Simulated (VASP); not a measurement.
# FeSi23 (a cell with a defect) in VASP: a series of runs

One crystal, FeSi23 (a cell with a defect), is run at these levels: PBEsol, HSE06, PBEsol+U; tasks: single point.

Program: VASP 6.6.1. These are calculated values, not measurements. Logs are shortened: lines on timing, memory, paths and dates and some standing lists are left out, and cuts for length are marked.

## 1. Starting point

The cell holds a defect, 24 atoms: a = 11.534 Å, b = 7.689 Å, c = 7.689 Å, α = 60.00°, β = 60.00°, γ = 60.00°.

## 2. Single point, PBEsol, collinear spin, ferromagnetic start

The input, INCAR:

```
PREC     = Accurate       # precision mode
ENCUT    = 350            # plane-wave cutoff, eV
EDIFF    = 1E-5           # SCF threshold, eV
ISMEAR   = 0              # smearing method
SIGMA    = 0.03           # smearing width, eV
LREAL    = Auto         
LASPH    = True           # aspherical terms in the spheres
NELM     = 120            # most SCF steps
ALGO     = Normal         # electronic algorithm
ISIF     = 2              # what is computed and relaxed
LWAVE    = False          # write WAVECAR
LCHARG   = False          # write CHGCAR
ISPIN    = 2              # spin polarisation
MAGMOM   = 2 0 0 0 0 0 0 0 0 0 0 0 0 0 0 0 0 0 0 0 0 0 0 0 # initial moments
LORBIT   = 11             # projections on sites
NUPDOWN  = 2              # fixed moment
LMAXMIX  = 4              # l up to which the mixer works
GGA      = PS             # functional
ISYM     = 0            
KPAR     = 4
```

The input, KPOINTS:

```
Automatic mesh
0
Gamma
  2 3 3
```

The input, POSCAR:

```
FeSi23                                  
1.0
    0.0000000000      8.1555000000      8.1555000000
    5.4370000000      0.0000000000      5.4370000000
    5.4370000000      5.4370000000      0.0000000000
  Fe              Si            
     1    23
Direct
     0.0058304299341811    0.9963129132198052    0.9971838237051394
     0.9989388419068346    0.9997981975322898    0.5011342740929375
     0.9995710441281461    0.5030265224236389    0.9963860869409474
     0.9997808333433440    0.5012756140674179    0.4990638431356888
     0.3322001881649680    0.0010350643538519    0.9998531846947606
     0.3336445172963653    0.0002180597850626    0.4986004663256958
     0.3344086201471982    0.4995639268249047    0.9984121977388263
     0.3345136260157844    0.5003928753980619    0.4980109503772201
     0.6697536276068724    0.0009837392452812    0.9998182121696770
     0.6668942432014546    0.0012115265127810    0.4987486533728890
     0.6679076517404792    0.4997812776175996    0.9992863249859935
     0.6679819922106514    0.5007820779935410    0.4987851142140794
     0.0820304751186139    0.1288874920333951    0.1267116756760744
     0.0838395441802438    0.1269983011519113    0.6207232550343779
     0.0847488275343407    0.6200821361669774    0.1252716667255989
     0.0848001221078804    0.6252359549838968    0.6220212865678801
     0.4187297145582536    0.1240428075317042    0.1230577952800020
     0.4159935545192845    0.1255837956567977    0.6247138356455699
     0.4171504789346612    0.6255805726383816    0.1233996596363579
     0.4177899662436515    0.6251190336962110    0.6233063476836346
     0.7539868623979333    0.1247876261576089    0.1240566239567413
     0.7491715493494971    0.1258885157408391    0.6253579110221851
     0.7499853317296685    0.6265058063380790    0.1239811753414351
     0.7502069576296895    0.6264331629299602    0.6246706356763017
```

Potentials or basis: VASP PAW PBE potentials, release 64 (Fe, Si).

On the command line:

```console
> cat potpaw_PBE.64/Fe/POTCAR potpaw_PBE.64/Si/POTCAR > POTCAR
> mpirun -np 4 vasp_std > vasp.out
```

OUTCAR:

```text
PREC = Accurate
   ENCUT = 350
   EDIFF = 1E-5
   ISMEAR = 0
   LREAL = Auto
   LASPH = True
   NELM = 120
   ISIF = 2
   ISPIN = 2
   LORBIT = 11
   NUPDOWN = 2
   GGA = PS
   ISYM = 0

 ion  position               nearest neighbor table
   1  0.006  0.996  0.997-  15 2.36  14 2.36  13 2.36  21 2.37
   2  0.999  1.000  0.501-  14 2.35  13 2.35  16 2.35  22 2.35
   3  1.000  0.503  0.996-  15 2.35  13 2.35  16 2.35  23 2.35
   4  1.000  0.501  0.499-  15 2.35  14 2.35  24 2.35  16 2.35
   5  0.332  0.001  1.000-  18 2.36  13 2.36  19 2.36  17 2.36
   6  0.334  0.000  0.499-  14 2.35  18 2.35  20 2.35  17 2.36
[... 16 lines left out ...]
  23  0.750  0.627  0.124-   3 2.35   9 2.35  11 2.35  12 2.35
  24  0.750  0.626  0.625-   4 2.35  11 2.35  10 2.35  12 2.35

IMPORTANT INFORMATION: All symmetrisations will be switched off!
NOSYMM: (Re-)initialisation of all symmetry stuff for point group C_1.

----------------------------------------------------------------------------------------

                                     Primitive cell

  volume of cell :     482.1690

  direct lattice vectors                    reciprocal lattice vectors
     0.000000000  8.155500000  8.155500000    -0.061308320  0.061308320  0.061308320
     5.437000000  0.000000000  5.437000000     0.091962479 -0.091962479  0.091962479
     5.437000000  5.437000000  0.000000000     0.091962479  0.091962479 -0.091962479

  length of vectors
    11.533618708  7.689079139  7.689079139     0.106189124  0.159283687  0.159283687

  position of ions in fractional coordinates (direct lattice)
     0.005830430  0.996312913  0.997183824
     0.998938842  0.999798198  0.501134274
     0.999571044  0.503026522  0.996386087
     0.999780833  0.501275614  0.499063843
     0.332200188  0.001035064  0.999853185
     0.333644517  0.000218060  0.498600466
[... 16 lines left out ...]
     0.749985332  0.626505806  0.123981175
     0.750206958  0.626433163  0.624670636

  ion indices of the primitive-cell ions
   primitive index   ion index
                 1           1
                 2           2
                 3           3
                 4           4
                 5           5
                 6           6
[... 16 lines left out ...]
                23          23
                24          24

----------------------------------------------------------------------------------------

 KPOINTS: Automatic mesh

Automatic generation of k-mesh.
 Grid dimensions read from file:
 generate k-points for:    2    3    3

 Generating k-lattice:

  Cartesian coordinates                     Fractional coordinates (reciprocal lattice)
    -0.030654160  0.030654160  0.030654160     0.500000000  0.000000000  0.000000000
     0.030654160 -0.030654160  0.030654160     0.000000000  0.333333333  0.000000000
     0.030654160  0.030654160 -0.030654160     0.000000000  0.000000000  0.333333333

  Length of vectors
     0.053094562  0.053094562  0.053094562

  Shift w.r.t. Gamma in fractional coordinates (k-lattice)
     0.000000000  0.000000000  0.000000000

 WARNING: IBZKPT: internal override: KBLOWUP is changed to .FALSE.
      ... skipping the blow-up phase ...

 Subroutine IBZKPT returns following result:
 ===========================================

 Found     10 irreducible k-points:

 Following reciprocal coordinates:
            Coordinates               Weight
  0.000000  0.000000  0.000000      1.000000
  0.500000  0.000000  0.000000      1.000000
  0.000000  0.333333  0.000000      2.000000
  0.500000  0.333333  0.000000      2.000000
  0.000000  0.000000  0.333333      2.000000
  0.500000  0.000000  0.333333      2.000000
  0.000000  0.333333  0.333333      2.000000
  0.500000  0.333333  0.333333      2.000000
  0.000000 -0.333333  0.333333      2.000000
  0.500000 -0.333333  0.333333      2.000000
   k-points           NKPTS =     10   k-points in BZ     NKDIM =     10   number of bands    NBANDS=     64
   number of dos      NEDOS =    301   number of ions     NIONS =     24
   total plane-waves  NPLWV = 161280
   dimension x,y,z NGX =    70 NGY =   48 NGZ =   48
   dimension x,y,z NGXF=   140 NGYF=   96 NGZF=   96
   ions per type =               1  23
   NGX,Y,Z   is equivalent  to a cutoff of  10.09, 10.38, 10.38 a.u.
   NGXF,Y,Z  is equivalent  to a cutoff of  20.18, 20.76, 20.76 a.u.
 SYSTEM =  unknown system
   PREC   = accura    normal or accurate (medium, high low for compatibility)
   ISTART =      0    job   : 0-new  1-cont  2-samecut
   ICHARG =      2    charge: 1-file 2-atom 10-const
   ISPIN  =      2    spin polarized calculation?
   LNONCOLLINEAR =      F non collinear calculations
   LSORBIT =      F    spin-orbit coupling
   LASPH  =      T    aspherical Exc in radial PAW
   ENCUT  =  350.0 eV  25.72 Ry    5.07 a.u.  17.59 11.73 11.73*2*pi/ulx,y,z
   NELM   =    120;   NELMIN=  2; NELMDL= -5     # of ELM steps
   EDIFF  = 0.1E-04   stopping-criterion for ELM
   LREAL  =      T    real-space projection
   EDIFFG = 0.1E-03   stopping-criterion for IOM
   NSW    =      0    number of steps for IOM
   IBRION =     -1    ionic relax: 0-MD 1-quasi-New 2-CG
   NFREE  =      0    steps in history (QN), initial steepest desc. (CG)
   ISIF   =      2    stress and relaxation
   ISYM   =      0    0-nonsym 1-usesym 2-fastsym
   POTIM  = 0.5000    time-step for ionic-motion
   TEBEG  =    0.0;   TEEND  =   0.0 temperature during run
   PSTRESS=    0.0 pullay stress
   NELECT =     100.0000    total number of electrons
   NUPDOWN=       2.0000    fix difference up-down
   EMIN   =  10.00;   EMAX   =-10.00  energy-range for DOS
   EFERMI =   0.00;   METHOD = LEGACY
   ISMEAR =     0;   SIGMA  =   0.03  broadening in eV -4-tet -1-fermi 0-gaus
   EFERMI_NEDOS =   21; number of points for ismear=-14 and -15
   IALGO  =     38    algorithm
   IMIX   =      4    mixing-type and parameters
     AMIX     =   0.40;   BMIX     =  1.00
     AMIX_MAG =   1.60;   BMIX_MAG =  1.00
  volume/ion in A,a.u.               =      20.09       135.58
  Fermi-wavevector in a.u.,A,eV,Ry     =   0.969040  1.831220 12.776397  0.939039
  Thomas-Fermi vector in A             =   2.099060
   LORBIT       =     11    0 simple, 1 ext, 2 COOP (PROOUT), +10 PAW based schemes
   GGA     = PS    functional components
   LHFCALC =     F    Hartree Fock is set to
   AEXX    =    0.0000 exact exchange contribution
   IVDW    =     0    specifies the selected vdW correction
   LEPSILON=     F    determine dielectric tensor
   LRPA    =     F    only Hartree local field effects (RPA)
 spin polarized calculation
 Gauss-broadening in eV      SIGMA  =   0.03
  energy-cutoff  :      350.00
  volume of cell :      482.17
 maximum number of plane-waves:      7219
   NGX = 35   NGY = 23   NGZ = 23

 number of electron      99.9999998 magnetization       2.0000001

 number of electron     100.0000000 magnetization       2.0000002

 Free energy of the ion-electron system (eV)
  ---------------------------------------------------
  ext. energy  EPLUGINS =         0.00000000
  ---------------------------------------------------
  free energy    TOTEN  =      -138.55470618 eV

  energy without entropy =     -138.55244141  energy(sigma->0) =     -138.55357380

 E-fermi :   5.5465     XC(G=0):  -9.5708

 val. band max:        5.5087158464   @ k =   0.5000   0.3333   0.3333
 cond. band min:       5.5866135750   @ k =   0.0000  -0.3333   0.3333
 fundamental gap:      0.0778977286
 Fermi energy:         5.4402476227

 spin component 1

 k-point     1 :       0.0000    0.0000    0.0000
  band No.  band energies     occupation
      1      -6.3147      1.00000
      2      -5.0170      1.00000
      3      -4.8692      1.00000
      4      -4.0578      1.00000
      5      -3.9986      1.00000
      6      -3.8974      1.00000
[... 54 lines left out ...]
     61       7.3164      0.00000
     62       7.4016      0.00000

 k-point     2 :       0.5000    0.0000    0.0000
  band No.  band energies     occupation
      1      -6.0501      1.00000
      2      -5.8463      1.00000
      3      -4.0591      1.00000
      4      -4.0169      1.00000
      5      -3.9252      1.00000
      6      -3.9018      1.00000
[... 518 lines left out ...]
      5      -4.1357      1.00000
      6      -4.0872      1.00000
[... 54 lines left out ...]
     61       8.7392      0.00000
     62       8.8969      0.00000
 Fermi energy:         5.5464703828

 spin component 2

 k-point     1 :       0.0000    0.0000    0.0000
  band No.  band energies     occupation
      1      -6.3186      1.00000
      2      -5.0242      1.00000
      3      -4.8667      1.00000
      4      -4.0619      1.00000
      5      -4.0030      1.00000
      6      -3.9066      1.00000
[... 54 lines left out ...]
     61       7.4140      0.00000
     62       7.5461      0.00000

 k-point     2 :       0.5000    0.0000    0.0000
  band No.  band energies     occupation
      1      -6.0584      1.00000
      2      -5.8442      1.00000
      3      -4.0651      1.00000
      4      -4.0192      1.00000
      5      -3.9296      1.00000
      6      -3.9101      1.00000
[... 518 lines left out ...]
      5      -4.1415      1.00000
      6      -4.0884      1.00000
[... 54 lines left out ...]
     61       8.7431      0.00000
     62       8.8917      0.00000
 [bands above 62 left out]

------------------------ aborting loop because EDIFF is reached ----------------------------------------

  FORCE on cell =-STRESS in cart. coord.  units (eV):
  Direction    XX          YY          ZZ          XY          YZ          ZX
  --------------------------------------------------------------------------------------
  -------------------------------------------------------------------------------------
  Total       -2.5008429     -2.1605361     -2.1072266      0.5568591     -0.4051340      0.5132907
  in kB       -8.3099371     -7.1791471     -7.0020073      1.8503617     -1.3462015      1.7055903
  external PRESSURE =      -7.4970305 kB  Pullay stress =       0.0000000 kB

 VOLUME and BASIS-vectors are now :
 -----------------------------------------------------------------------------
  energy-cutoff  :      350.00
  volume of cell :      482.17
      direct lattice vectors                 reciprocal lattice vectors
     0.000000000  8.155500000  8.155500000    -0.061308320  0.061308320  0.061308320
     5.437000000  0.000000000  5.437000000     0.091962479 -0.091962479  0.091962479
     5.437000000  5.437000000  0.000000000     0.091962479  0.091962479 -0.091962479

 POSITION                                       TOTAL-FORCE (eV/Angst)
 -----------------------------------------------------------------------------------
     10.83864      5.46924      5.46450         0.123124     -0.081944     -0.051983
      8.16057     10.87151     13.58275        -0.012426      0.017188     -0.031076
      8.15231     13.56935     10.88696        -0.005827     -0.019149      0.012920
      5.43885     10.86712     10.87915         0.079632      0.024242      0.004664
      5.44183      8.14546      2.71489        -0.038770      0.071739      0.064462
      2.71208      5.43193      2.72222        -0.001441      0.047024      0.011509
[... 16 lines left out ...]
      4.08040      6.79059      9.52282         0.003736      0.020337     -0.013833
      6.80225      9.51465      9.52423        -0.021996     -0.024875     -0.016779
 -----------------------------------------------------------------------------------
    total drift:                               -0.000102     -0.005254     -0.005384

  FREE ENERGIE OF THE ION-ELECTRON SYSTEM (eV)
  ---------------------------------------------------
  free  energy   TOTEN  =      -138.5547061838 eV

  energy  without entropy=     -138.5524414096  energy(sigma->0) =     -138.55357380

 total charge

# of ion       s       p       d       tot
------------------------------------------
    1        0.487   0.356   6.277   7.120
    2        0.760   0.925   0.000   1.685
    3        0.760   0.926   0.000   1.686
    4        0.759   0.928   0.000   1.686
    5        0.758   0.925   0.000   1.683
    6        0.755   0.932   0.000   1.686
[... 16 lines left out ...]
   23        0.752   0.939   0.000   1.691
   24        0.751   0.940   0.000   1.691
--------------------------------------------------
tot         17.914  21.691   6.277  45.882

 magnetization (x)

# of ion       s       p       d       tot
------------------------------------------
    1        0.023   0.018   2.054   2.095
    2        0.002   0.004   0.000   0.005
    3        0.002   0.004   0.000   0.005
    4        0.002   0.005   0.000   0.007
    5        0.001  -0.003   0.000  -0.003
    6        0.000  -0.001   0.000  -0.001
[... 16 lines left out ...]
   23       -0.000  -0.003   0.000  -0.003
   24        0.000  -0.001   0.000  -0.001
--------------------------------------------------
tot          0.026  -0.131   2.054   1.949
```

It took 2.6 min on 4 MPI ranks of Intel Xeon 6975P-C (Granite Rapids), shared host; peak memory 0.64 GiB.

Results:

- Free energy: -138.5547 eV
- Pressure: -0.7 GPa
- Largest force: 0.760 eV/Å
- Net moment: 2.00 μB per cell
- Site moments: Fe +2.10; Si +0.01, -0.00, +0.00, -0.03, -0.01, -0.05 μB
- Valence electrons inside the program's atomic spheres: Fe 7.12; Si 1.69, 1.68, 1.67

Forces on the atoms (eV/Å):
```
Fe   0.123 -0.082 -0.052
Si  -0.012  0.017 -0.031
Si  -0.006 -0.019  0.013
Si   0.080  0.024  0.005
Si  -0.039  0.072  0.064
Si  -0.001  0.047  0.012
Si  -0.007  0.016  0.049
Si   0.001  0.018 -0.001
Si  -0.068 -0.007 -0.004
Si   0.012  0.097 -0.006
Si   0.000 -0.002  0.079
Si   0.012 -0.001 -0.017
Si  -0.489 -0.400 -0.423
Si   0.370  0.416 -0.419
Si   0.377 -0.422  0.428
Si   0.019 -0.011 -0.003
Si   0.029 -0.001  0.002
Si  -0.006 -0.055  0.015
Si   0.015 -0.016 -0.062
Si   0.015 -0.027 -0.024
Si  -0.400  0.352  0.371
Si  -0.008 -0.011  0.036
Si   0.004  0.020 -0.014
Si  -0.022 -0.025 -0.017
```

Stress tensor (GPa, compression positive):
```
-0.83  0.19  0.17
 0.19 -0.72 -0.13
 0.17 -0.13 -0.70
```

Caveat: the PAW data sets were made with another functional, which shifts forces and pressure a little; the total moment is fixed, so each spin has its own Fermi level.

[end of part 1 of 4]
